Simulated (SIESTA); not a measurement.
## Mg3Sb2 under changes of volume

One of the cells (26.342 Å³/atom); the others are scaled copies at fixed shape and fractional positions:

```
Sb Mg
1.0
     4.58200    0.00000    0.00000
    -2.29100    3.96813    0.00000
     0.00000    0.00000    7.24400
Sb Mg
2 3
Cartesian
  2.2910 1.3227 5.5417
  0.0000 2.6454 1.7023
  0.0000 0.0000 0.0000
  2.2910 1.3227 2.6803
  0.0000 2.6454 4.5637
```

```yaml
Program: SIESTA 5.4.2
Functional: LDA
Potentials_or_basis: PseudoDojo 0.4 standard (LDA files)
Basis: DZP (energy shift 0.003 Ry; two zetas on semicore shells)
Grid_cutoff: 800 Ry
Energy_shift: 0.003 Ry
k_mesh: 5 × 5 × 3
Occupations: fermi-dirac, width 0.05 eV
Spin: no spin polarisation
```

| volume (Å³/atom) | energy over the lowest point (meV/atom) | pressure (GPa) | largest force (eV/Å) |
| --- | --- | --- | --- |
| 24.762 | 9.61 | 2.6 | 0.780 |
| 25.288 | 3.02 | 1.4 | 0.696 |
| 25.815 | 0.00 | 0.4 | 0.617 |
| 26.342 | 0.19 | -0.5 | 0.543 |
| 26.869 | ? | ? | ? |
| 27.396 | 9.03 | -2.1 | 0.407 |
| 27.923 | 17.17 | -2.8 | 0.346 |

What does the run at 26.869 Å³/atom give?

Energy over the lowest point 3.28 meV/atom; pressure -1.3 GPa; largest force 0.472 eV/Å.

Worked out: A Birch-Murnaghan fit of order 3 (a polynomial in V^(-2/3)) to the other rows has its minimum at 26.04 Å³/atom with B0 = V·E''(V) = 46 GPa and B' = 4.0 at fixed shape and positions, which overstates the stiffness. It gives 3.29 meV/atom at 26.869 Å³/atom, against the run's 3.28, and -dE/dV = -1.4 GPa, against -1.3.

Energies are extrapolated to zero smearing.

Caveats: the basis of atomic orbitals isn't converged, which shifts pressures, moduli and gaps.
